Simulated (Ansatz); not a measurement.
# Ni (Im-3m) in Ansatz: further runs

Runs on Ni. Level: LDA. Tasks: single point, equation of state.

Everything below comes from runs of Ansatz 0.2.0. Logs are shortened: lines on timing, memory, paths and dates and some standing lists are left out, and cuts for length are marked.

### Step 1. The structure

Symmetry: Im-3m, No. 229, cubic system. The conventional cell has a = 2.767 Å, b = 2.767 Å, c = 2.767 Å, α = 90.00°, β = 90.00°, γ = 90.00°. Ni (site symmetry m-3m) is surrounded by 8 Ni at 2.40 Å.

This isn't the form of Ni at room conditions, which is fcc.

### Step 2. Single point, LDA, collinear spin, ferromagnetic start, 9.96 Å³/atom (volume scaled by 0.94)

The input, input.yaml:

```yaml
crystal:
  lattice:
    - [-1.3554684528, 1.3554684528, 1.3554684528]
    - [1.3554684528, -1.3554684528, 1.3554684528]
    - [1.3554684528, 1.3554684528, -1.3554684528]
  atoms:
    - { symbol: Ni, position: [0.0, 0.0, 0.0], spin: 1.0 }
hamiltonian:
  xc: lda
  pseudopotentials: { kind: paw }
magnetization:
  spin_polarized: true
kpoints:
  mp_grid: { grid: [13, 13, 13] }
scf:
  occupations: { method: fermi_dirac, width: 0.05 }
output:
  forces: true
  stress: true
  eigenvalues: true
  write_density: true
  write_potential: true
  elf: true
  volumetric_format: npy
```

Potentials or basis: Ansatz PAW.

Launch:

```console
> ansatz run input.yaml --threads 2 --pin off --max-ram 5632MiB --backend cpu --events-out ev --progress --plain --runs-dir out
```

The log of the run:

```text
Warning: RAYON_NUM_THREADS=2 ignored (pool sized by the plan → 2); use --threads N
Engine: ansatz 0.2.0, x86_64-unknown-linux-gnu
Pseudopotentials: kind: paw
Pseudopotential: Ni, paw, valence charge 18, recommended cutoff 420 eV (normal), Ni.paw.azcp
Functional definition: SPW92
  exchange = slater_x
  correlation = pw_c
Crystal: 1 atoms, lattice volume = 9.962 Å³
Basis set: ecut = 420 eV, 201 PW (Γ)
Bands: 14, of which v1, the nominal top of the filled ones, is band 9 counted from 1 (8 counted from 0)
Symmetry: 48 space group operations
Space group: Im-3m (ITA 229), of the structure as read, at distance tolerance 2.2e-5 Å
Magnetic group: BNS 229.140 (UNI 1642), of the structure as read, at distance tolerance 2.2e-5 Å
k-points: 84 of 2197
Non-local potential: Ni, projectors of the file, l = 0: 3, l = 1: 2, l = 2: 3, l = 3: 1
PAW form: soft (Blöchl's): semilocal exchange-correlation on the pseudo side does not see the compensation charge
PAW frozen core: Ni, regenerated for the run's functional, and the local potential with it (the file was generated under x = pbe(κ = 0.804, μ = 0.2195149727645171), c = pbe(β = 0.06672455060314922))
PAW one-centre angular grid: Ni, 590 points (default); XC on 64 Gauss nodes
Initial density: superposition of atomic densities (chi_scale 0.1, normalization cell)
Starting moments: Σ|m| = 1 μB on 1 of 1 site
Initial wavefunctions: pseudopotential atomic-orbital guess
Functional: x = slater, c = lda
SCF iter   1: F=—  HF=-5772.418953 eV  |F-HF|=—  |Δ(HF+E_count)|=         —  Δρ=1.09e-1 (↑1.09e-1 ↓4.23e-2)  dr2=1.20e0  dr2_m=1.45e-1  M=0.637 μB ∫|m|=0.657 μB  β_m=0.30  ethr=3.10e-3  ⟨swp⟩=5.7  Hψ=12218  notcnv=0
Mixer restart at iter 1: flushing history
preconditioner: auto → none  [metal: Δε(μ)=0.010 eV  Ē_g=16.952 eV  σ=0.050 eV  W_gap=0.05  n_scr=0 (ndim 8)  ℏωp=37.2 eV  f_vac=0.000  D(μ)=2.45/eV (n_scr^D=54)]
SCF iter   2: F=—  HF=-5772.167781 eV  |F-HF|=—  |Δ(HF+E_count)|=   2.51e-1  Δρ=6.96e-2 (↑2.65e-2 ↓6.96e-2)  dr2=3.95e-1  dr2_m=6.38e-2  M=0.633 μB ∫|m|=0.660 μB  β_m=0.26  ethr=3.10e-3  ⟨swp⟩=3.2  Hψ=5703  notcnv=0  defer=71
SCF iter   3: F=—  HF=-5772.415247 eV  |F-HF|=—  |Δ(HF+E_count)|=   2.47e-1  Δρ=3.72e-2 (↑1.65e-2 ↓3.72e-2)  dr2=2.55e-2  dr2_m=6.03e-2  M=0.616 μB ∫|m|=0.643 μB  β_m=0.29  ethr=2.20e-3  ⟨swp⟩=2.7  Hψ=4035  notcnv=0  defer=71
SCF iter   4: F=—  HF=-5772.966038 eV  |F-HF|=—  |Δ(HF+E_count)|=   5.51e-1  Δρ=2.52e-2 (↑1.29e-2 ↓2.52e-2)  dr2=9.14e-3  dr2_m=3.17e-2  M=0.569 μB ∫|m|=0.598 μB  β_m=0.37  ethr=1.42e-4  ⟨swp⟩=3.0  Hψ=4845  notcnv=0  defer=82
SCF iter   5: F=—  HF=-5773.274509 eV  |F-HF|=—  |Δ(HF+E_count)|=   3.08e-1  Δρ=2.23e-2 (↑2.23e-2 ↓1.10e-2)  dr2=7.62e-3  dr2_m=2.48e-2  M=0.443 μB ∫|m|=0.473 μB  β_m=0.30  ethr=5.08e-5  ⟨swp⟩=2.8  Hψ=5832  notcnv=0  defer=80
SCF iter   6: F=—  HF=-5773.246136 eV  |F-HF|=—  |Δ(HF+E_count)|=   2.84e-2  Δρ=3.58e-2 (↑3.58e-2 ↓9.52e-3)  dr2=4.11e-2  dr2_m=4.54e-2  M=0.295 μB ∫|m|=0.326 μB  β_m=0.63  ethr=4.23e-5  ⟨swp⟩=2.6  Hψ=4769  notcnv=0  defer=87  recentre
SCF iter   7: F=-5773.266839 eV  HF=-5773.247797 eV  |F-HF|=1.90e-2  |Δ(HF+E_count)|=   1.66e-3  Δρ=3.33e-2 (↑3.33e-2 ↓1.79e-2)  dr2=1.35e-2  dr2_m=5.94e-2  M=0.317 μB ∫|m|=0.346 μB  β_m=0.82  ethr=4.23e-5  ⟨swp⟩=2.2  Hψ=3796  notcnv=0  defer=88
SCF iter   8: F=-5773.248273 eV  HF=-5773.269369 eV  |F-HF|=2.11e-2  |Δ(HF+E_count)|=   2.16e-2  Δρ=3.75e-2 (↑3.75e-2 ↓9.39e-3)  dr2=4.79e-2  dr2_m=4.82e-2  M=0.299 μB ∫|m|=0.328 μB  β_m=0.91  ethr=4.23e-5  ⟨swp⟩=1.4  Hψ=2477  notcnv=0  defer=87
SCF iter   9: F=-5773.270624 eV  HF=-5773.278420 eV  |F-HF|=7.80e-3  |Δ(HF+E_count)|=   9.05e-3  Δρ=1.78e-2 (↑1.78e-2 ↓8.04e-3)  dr2=5.86e-3  dr2_m=1.49e-2  M=0.301 μB ∫|m|=0.325 μB  β_m=0.69  ethr=4.23e-5  ⟨swp⟩=2.4  Hψ=4240  notcnv=0  defer=87
SCF iter  10: F=-5773.272369 eV  HF=-5773.278195 eV  |F-HF|=5.83e-3  |Δ(HF+E_count)|=   2.25e-4  Δρ=1.47e-2 (↑1.47e-2 ↓5.80e-3)  dr2=4.77e-3  dr2_m=9.32e-3  M=0.274 μB ∫|m|=0.297 μB  β_m=0.09  ethr=3.26e-5  ⟨swp⟩=1.0  Hψ=2976  notcnv=0  defer=86
SCF iter  11: F=-5773.276197 eV  HF=-5773.276745 eV  |F-HF|=5.48e-4  |Δ(HF+E_count)|=   1.45e-3  Δρ=8.00e-3 (↑8.00e-3 ↓7.59e-3)  dr2=1.91e-5  dr2_m=5.52e-3  M=0.260 μB ∫|m|=0.282 μB  β_m=0.18  ethr=2.65e-5  ⟨swp⟩=2.1  Hψ=3214  notcnv=0  defer=87
SCF iter  12: F=-5773.276006 eV  HF=-5773.274914 eV  |F-HF|=1.09e-3  |Δ(HF+E_count)|=   1.83e-3  Δρ=2.85e-3 (↑2.85e-3 ↓1.30e-3)  dr2=3.05e-4  dr2_m=1.93e-4  M=0.220 μB ∫|m|=0.244 μB  β_m=0.75  ethr=1.06e-7  ⟨swp⟩=2.6  Hψ=4676  notcnv=0  defer=87
SCF iter  13: F=-5773.275489 eV  HF=-5773.275622 eV  |F-HF|=1.32e-4  |Δ(HF+E_count)|=   7.08e-4  Δρ=9.34e-3 (↑4.82e-3 ↓9.34e-3)  dr2=1.32e-3  dr2_m=4.51e-3  M=0.145 μB ∫|m|=0.159 μB  β_m=0.75  ethr=1.06e-7  ⟨swp⟩=3.0  Hψ=5210  notcnv=0  defer=87  recentre
SCF iter  14: F=-5773.276323 eV  HF=-5773.276292 eV  |F-HF|=3.12e-5  |Δ(HF+E_count)|=   6.70e-4  Δρ=4.83e-4 (↑4.83e-4 ↓4.37e-4)  dr2=4.51e-7  dr2_m=1.89e-5  M=0.206 μB ∫|m|=0.222 μB  β_m=0.81  ethr=1.06e-7  ⟨swp⟩=2.5  Hψ=4770  notcnv=0  defer=88
SCF iter  15: F=-5773.276329 eV  HF=-5773.276334 eV  |F-HF|=5.03e-6  |Δ(HF+E_count)|=   4.22e-5  Δρ=5.40e-4 (↑2.42e-4 ↓5.40e-4)  dr2=5.98e-6  dr2_m=1.36e-5  M=0.211 μB ∫|m|=0.228 μB  β_m=0.76  ethr=2.50e-9  ⟨swp⟩=2.0  Hψ=3943  notcnv=0  defer=88
SCF iter  16: F=-5773.276333 eV  HF=-5773.276334 eV  |F-HF|=5.12e-7  |Δ(HF+E_count)|=   2.70e-7  Δρ=1.17e-4 (↑1.17e-4 ↓2.72e-5)  dr2=4.61e-7  dr2_m=4.27e-7  M=0.213 μB ∫|m|=0.230 μB  β_m=0.83  ethr=2.50e-9  ⟨swp⟩=2.1  Hψ=3922  notcnv=0  defer=88
SCF iter  17: F=-5773.276334 eV  HF=-5773.276334 eV  |F-HF|=1.67e-8  |Δ(HF+E_count)|=   1.47e-7  Δρ=4.31e-5 (↑4.31e-5 ↓3.56e-5)  dr2=3.83e-9  dr2_m=1.40e-7  M=0.214 μB ∫|m|=0.231 μB  β_m=0.91  ethr=2.50e-9  ⟨swp⟩=1.6  Hψ=2709  notcnv=0  defer=88
SCF iter  18: F=-5773.276334 eV  HF=-5773.276334 eV  |F-HF|=2.10e-9  |Δ(HF+E_count)|=   1.47e-8  Δρ=7.50e-6 (↑5.32e-6 ↓7.50e-6)  dr2=9.17e-9  dr2_m=3.09e-10  M=0.214 μB ∫|m|=0.231 μB  β_m=0.96  ethr=2.13e-11  ⟨swp⟩=2.1  Hψ=3711  notcnv=0  defer=88
SCF iter  19: F=-5773.276334 eV  HF=-5773.276334 eV  |F-HF|=1.14e-9  |Δ(HF+E_count)|=   2.83e-9  Δρ=2.68e-6 (↑2.33e-6 ↓2.68e-6)  dr2=1.43e-9  dr2_m=6.93e-12  M=0.214 μB ∫|m|=0.231 μB  ethr=2.13e-11  ⟨swp⟩=6.8  Hψ=12600  notcnv=0
SCF 1 converged in 19 iterations: F = -5773.276334 eV  dr2 = 1.43e-9
Initial density: read from a saved state, or passed on in memory by an earlier SCF of this step, an earlier step, the calling program or the single point that the run made first
Starting moments: Σ|m| = 1 μB on 1 of 1 site; this step starts from the density that it was given
Initial wavefunctions: those read from a saved state, or passed on in memory by an earlier step or the calling program
iter 1 solved again at ethr=7.97e-12 eV; its pass at ethr=5.56e-6 eV (dr2=1.43e-9 eV) is discarded
SCF iter   1: F=—  HF=-5773.276334 eV  |F-HF|=—  |Δ(HF+E_count)|=         —  Δρ=2.68e-6 (↑2.33e-6 ↓2.68e-6)  dr2=1.43e-9  dr2_m=6.93e-12  M=0.214 μB ∫|m|=0.231 μB  ethr=7.97e-12  ⟨swp⟩=1.0  Hψ=16096  notcnv=0
preconditioner: auto → none  [metal: Δε(μ)=0.020 eV  Ē_g=17.965 eV  σ=0.050 eV  W_gap=0.10  n_scr=0 (ndim 8)  ℏωp=37.2 eV  f_vac=0.000  D(μ)=1.67/eV (n_scr^D=18)]
SCF iter   2: F=—  HF=-5773.274004 eV  |F-HF|=—  |Δ(HF+E_count)|=   2.33e-3  Δρ=8.56e-3 (↑8.56e-3 ↓2.55e-3)  dr2=2.32e-3  dr2_m=2.65e-3  M=0.525 μB ∫|m|=0.562 μB  ethr=5.56e-6  ⟨swp⟩=1.2  Hψ=13869  notcnv=0
SCF iter   3: F=—  HF=-5773.276325 eV  |F-HF|=—  |Δ(HF+E_count)|=   2.32e-3  Δρ=2.86e-4 (↑2.86e-4 ↓2.42e-4)  dr2=1.14e-7  dr2_m=6.38e-6  M=0.228 μB ∫|m|=0.247 μB  ethr=5.56e-6  ⟨swp⟩=1.0  Hψ=6061  notcnv=0
an SCF towards Hund's moment on open shells that bore less, with the run's symmetry operations kept, reached no lower state that the run goes on to. This is no proof of a minimum
at 4 of the mixer's solves, the last at iteration 9, it left a direction of its history that read negative out of its fit and stepped the other way along it
the search or the solves at the SCF's close seem to have found levels that the self-consistency loop had missed (the run counts 1). By its estimate they hold under 1e-12 electrons; where the run keeps them, the occupations were computed again with them
SCF converged after 19 iterations
Magnetization: 0.2141 μB (9.1071 up, 8.8929 down)
Absolute magnetization: 0.2313 μB (∫|ρ↑−ρ↓|, with the PAW one-centre terms)
Spin contamination: 0.0011 ħ² per cell (⟨S²⟩ above its minimum at these occupations)
Per-site moments (μB) at R_I (Å): [(0.22200159555657423, 0.9684428441763804)]
Free energy (F): -5773.276334 eV
Harris-Foulkes:  -5773.276334 eV  (|F-HF|=1.14e-9)
Internal energy: -5773.262160 eV  (E = F + TS)
E sigma→0 (E₀):  -5773.269247 eV
Entropy (-TS):   -0.014173 eV (-14.173 meV/atom)
Fermi energy:    19.628445 eV
--- Per-component energies (eV) ---
  E_band       = -253.051585
  E_kinetic    = 284.998664
  E_local      = -3293.963439  (includes V_loc(G=0)·N_el)
  E_nonlocal   = 638.646654
  E_hartree    = 1376.419099
  E_xc         = -85.443521
  E_vxc        = -110.625403  (∫ρ·V_xc dr)
  E_paw        = -1562.818802  (= ΣΔE_a)
  E_vpaw       = -524.943843  (= ΣTr[D̂ρ^β])
  E_aug_tail   = 0.000425  (compensation charges beyond the density's cutoff)
  E_ewald      = -3131.535361
  E_core_change = 0.434120  (= ΣΔE_core)
  E_smearing   = -0.014173  (= −TS)
  E_closure    = -0.000000  (closes the sum)
  Σ components = -5773.276334   (vs F -5773.276334, Δ=0.00e0)
--- Forces (eV/Å), atoms counted from 1 ---
  atom   1  Ni     0.00000000     0.00000000    -0.00000000
  max |Σ_I F_I| component: 9.04e-32 eV/Å
--- Stress (GPa, compression-positive) ---
        2.348463      -0.000000      -0.000000
        0.000000       2.348463      -0.000000
       -0.000000      -0.000000       2.348463
  P = ⅓ Tr σ = 2.3485 GPa (23.485 kbar)
--- Band table (eV; the first three rows and the last of 168) ---
  k-point 0 ↑: bands = ["-82.8243", "-43.4614", "-43.4614", "-43.4614", "10.0819", "17.3148", "17.3148", "17.3148", "18.9116", "18.9116", "46.8505", "46.8505", "46.8505", "52.1653"]
  k-point 1 ↑: bands = ["-82.8210", "-43.4799", "-43.4677", "-43.4613", "10.3435", "17.2492", "17.3084", "17.4438", "18.8458", "18.9170", "45.0338", "46.4011", "46.5739", "51.0661"]
  k-point 2 ↑: bands = ["-82.8119", "-43.5313", "-43.4852", "-43.4611", "11.1026", "17.0700", "17.2654", "17.8123", "18.7158", "18.9351", "41.3642", "44.9087", "45.9944", "48.2149"]
  k-point 83 ↓: bands = ["-82.4570", "-43.4362", "-43.4333", "-43.4333", "15.2099", "15.2196", "19.8552", "19.8552", "19.9255", "29.0196", "30.1985", "30.1985", "36.3929", "37.0312"]
```

It took 12 s on 2 threads of Intel Xeon at 2.50GHz (Skylake/Cascade Lake), shared host; peak memory 0.37 GiB.

What came out:

```
Free energy            : -5773.2763 eV
Pressure               : 2.3 GPa
Band gap on the k mesh : none (metal or under the smearing width)
Net moment             : 0.21 μB per cell
Absolute moment        : 0.23 μB per cell
Site moments           : Ni +0.22 μB
```

Caveat: the PAW data sets come from PBE, with cores solved anew for the run's functional, which leaves a small shift of forces and pressure.

### Step 3. Single point, LDA, collinear spin, ferromagnetic start, 10.17 Å³/atom (volume scaled by 0.96)

The input, input.yaml:

```yaml
crystal:
  lattice:
    - [-1.3650143198, 1.3650143198, 1.3650143198]
    - [1.3650143198, -1.3650143198, 1.3650143198]
    - [1.3650143198, 1.3650143198, -1.3650143198]
  atoms:
    - { symbol: Ni, position: [0.0, 0.0, 0.0], spin: 1.0 }
hamiltonian:
  xc: lda
  pseudopotentials: { kind: paw }
magnetization:
  spin_polarized: true
kpoints:
  mp_grid: { grid: [13, 13, 13] }
scf:
  occupations: { method: fermi_dirac, width: 0.05 }
output:
  forces: true
  stress: true
  eigenvalues: true
```

Potentials or basis: Ansatz PAW.

Launch:

```console
> ansatz run input.yaml --threads 2 --pin off --max-ram 5632MiB --backend cpu --events-out ev --progress --plain --runs-dir out
```

Wall time 11 s (2 threads of Intel Xeon at 2.50GHz (Skylake/Cascade Lake), shared host); peak memory 0.35 GiB.

It converged, with:

| Property | Result |
| --- | --- |
| Free energy | -5773.2760 eV |
| Pressure | -2.6 GPa |
| Band gap on the k mesh | none (metal or under the smearing width) |
| Net moment | 0.30 μB per cell |
| Absolute moment | 0.32 μB per cell |
| Site moments | Ni +0.31 μB |

Caveat: the PAW data sets come from PBE, with cores solved anew for the run's functional, which leaves a small shift of forces and pressure.

### Step 4. Single point, LDA, collinear spin, ferromagnetic start, 10.39 Å³/atom (volume scaled by 0.98)

input.yaml, as its differences from that of step 3:

```diff
@@ -2,5 +2,5 @@
   lattice:
-    - [-1.3650143198, 1.3650143198, 1.3650143198]
-    - [1.3650143198, -1.3650143198, 1.3650143198]
-    - [1.3650143198, 1.3650143198, -1.3650143198]
+    - [-1.3744285092, 1.3744285092, 1.3744285092]
+    - [1.3744285092, -1.3744285092, 1.3744285092]
+    - [1.3744285092, 1.3744285092, -1.3744285092]
   atoms:
```

Launch:

```console
> ansatz run input.yaml --threads 2 --pin off --max-ram 5632MiB --backend cpu --events-out ev --progress --plain --runs-dir out
```

It took 5.9 s on 2 threads of Intel Xeon at 2.50GHz (Skylake/Cascade Lake), shared host; peak memory 0.31 GiB.

Results (log left out):

```
Free energy            : -5773.2703 eV
Pressure               : -6.3 GPa
Band gap on the k mesh : none (metal or under the smearing width)
Net moment             : 0.52 μB per cell
Absolute moment        : 0.55 μB per cell
Site moments           : Ni +0.53 μB
```

Caveat: the PAW data sets come from PBE, with cores solved anew for the run's functional, which leaves a small shift of forces and pressure.

### Step 5. Single point, LDA, collinear spin, ferromagnetic start, 10.60 Å³/atom

input.yaml, as its differences from that of step 4:

```diff
@@ -2,5 +2,5 @@
   lattice:
-    - [-1.3744285092, 1.3744285092, 1.3744285092]
-    - [1.3744285092, -1.3744285092, 1.3744285092]
-    - [1.3744285092, 1.3744285092, -1.3744285092]
+    - [-1.38371547, 1.38371547, 1.38371547]
+    - [1.38371547, -1.38371547, 1.38371547]
+    - [1.38371547, 1.38371547, -1.38371547]
   atoms:
```

Launch:

```console
> ansatz run input.yaml --threads 2 --pin off --max-ram 5632MiB --backend cpu --events-out ev --progress --plain --runs-dir out
```

It took 5 s on 2 threads of Intel Xeon at 2.50GHz (Skylake/Cascade Lake), shared host; peak memory 0.31 GiB.

It converged, with:

```
Free energy            : -5773.2593 eV
Pressure               : -10.3 GPa
Band gap on the k mesh : none (metal or under the smearing width)
Net moment             : 0.55 μB per cell
Absolute moment        : 0.59 μB per cell
Site moments           : Ni +0.57 μB
```

Caveat: the PAW data sets come from PBE, with cores solved anew for the run's functional, which leaves a small shift of forces and pressure.

### Step 6. Single point, LDA, collinear spin, ferromagnetic start, 10.81 Å³/atom (volume scaled by 1.02)

input.yaml, as its differences from that of step 5:

```diff
@@ -2,5 +2,5 @@
   lattice:
-    - [-1.38371547, 1.38371547, 1.38371547]
-    - [1.38371547, -1.38371547, 1.38371547]
-    - [1.38371547, 1.38371547, -1.38371547]
+    - [-1.3928794157, 1.3928794157, 1.3928794157]
+    - [1.3928794157, -1.3928794157, 1.3928794157]
+    - [1.3928794157, 1.3928794157, -1.3928794157]
   atoms:
@@ -20 +20,5 @@
   eigenvalues: true
+  write_density: true
+  write_potential: true
+  elf: true
+  volumetric_format: npy
```

Potentials or basis: Ansatz PAW.

Launch:

```console
> ansatz run input.yaml --threads 2 --pin off --max-ram 5632MiB --backend cpu --events-out ev --progress --plain --runs-dir out
```

Run time: 5.5 s. Hardware: 2 threads of Intel Xeon at 2.50GHz (Skylake/Cascade Lake), shared host; peak memory 0.32 GiB.

Results (log left out):

| Quantity | Value |
| --- | --- |
| Free energy | -5773.2433 eV |
| Pressure | -13.9 GPa |
| Band gap on the k mesh | none (metal or under the smearing width) |
| Net moment | 0.57 μB per cell |
| Absolute moment | 0.61 μB per cell |
| Site moments | Ni +0.59 μB |

Caveat: the PAW data sets come from PBE, with cores solved anew for the run's functional, which leaves a small shift of forces and pressure.

### Step 7. Single point, LDA, collinear spin, ferromagnetic start, 11.02 Å³/atom (volume scaled by 1.04)

The input, input.yaml:

```yaml
crystal:
  lattice:
    - [-1.4019243406, 1.4019243406, 1.4019243406]
    - [1.4019243406, -1.4019243406, 1.4019243406]
    - [1.4019243406, 1.4019243406, -1.4019243406]
  atoms:
    - { symbol: Ni, position: [0.0, 0.0, 0.0], spin: 1.0 }
hamiltonian:
  xc: lda
  pseudopotentials: { kind: paw }
magnetization:
  spin_polarized: true
kpoints:
  mp_grid: { grid: [13, 13, 13] }
scf:
  occupations: { method: fermi_dirac, width: 0.05 }
output:
  forces: true
  stress: true
  eigenvalues: true
```

Launch:

```console
> ansatz run input.yaml --threads 2 --pin off --max-ram 5632MiB --backend cpu --events-out ev --progress --plain --runs-dir out
```

Run time: 4.5 s. Hardware: 2 threads of Intel Xeon at 2.50GHz (Skylake/Cascade Lake), shared host; peak memory 0.32 GiB.

It converged, with:

* Free energy: -5773.2228 eV
* Pressure: -17.1 GPa
* Band gap on the k mesh: none (metal or under the smearing width)
* Net moment: 0.58 μB per cell
* Absolute moment: 0.63 μB per cell
* Site moments: Ni +0.60 μB

Caveat: the PAW data sets come from PBE, with cores solved anew for the run's functional, which leaves a small shift of forces and pressure.

### Step 8. Single point, LDA, collinear spin, ferromagnetic start, 11.23 Å³/atom (volume scaled by 1.06)

The input, input.yaml:

```yaml
crystal:
  lattice:
    - [-1.4108540358, 1.4108540358, 1.4108540358]
    - [1.4108540358, -1.4108540358, 1.4108540358]
    - [1.4108540358, 1.4108540358, -1.4108540358]
  atoms:
    - { symbol: Ni, position: [0.0, 0.0, 0.0], spin: 1.0 }
hamiltonian:
  xc: lda
  pseudopotentials: { kind: paw }
magnetization:
  spin_polarized: true
kpoints:
  mp_grid: { grid: [13, 13, 13] }
scf:
  occupations: { method: fermi_dirac, width: 0.05 }
output:
  forces: true
  stress: true
  eigenvalues: true
  write_density: true
  write_potential: true
  elf: true
  volumetric_format: npy
```

Launch:

```console
> ansatz run input.yaml --threads 2 --pin off --max-ram 5632MiB --backend cpu --events-out ev --progress --plain --runs-dir out
```

Wall time 7.2 s (2 threads of Intel Xeon at 2.50GHz (Skylake/Cascade Lake), shared host); peak memory 0.32 GiB.

The run converged. Its results:

```
Free energy            : -5773.1983 eV
Pressure               : -19.9 GPa
Band gap on the k mesh : none (metal or under the smearing width)
Net moment             : 0.59 μB per cell
Absolute moment        : 0.64 μB per cell
Site moments           : Ni +0.62 μB
```

Caveat: the PAW data sets come from PBE, with cores solved anew for the run's functional, which leaves a small shift of forces and pressure.

### Step 9. Equation of state, LDA, collinear spin, ferromagnetic start

Potentials or basis: Ansatz PAW.

This step only gathers the single runs of the series.

What came out:

* Equilibrium volume: 10.06 Å³/atom (rough: see the caveat)
* Bulk modulus: 210 GPa (rough)

Energy against volume, from the lowest point:
```tsv
volume (Å³/atom)	energy (meV/atom)
9.962	0.00
10.174	0.30
10.385	6.05
10.597	17.02
10.809	33.03
11.021	53.55
11.233	78.06
```

Caveat: the fit is doubtful: noisy points or a state that changes with volume.
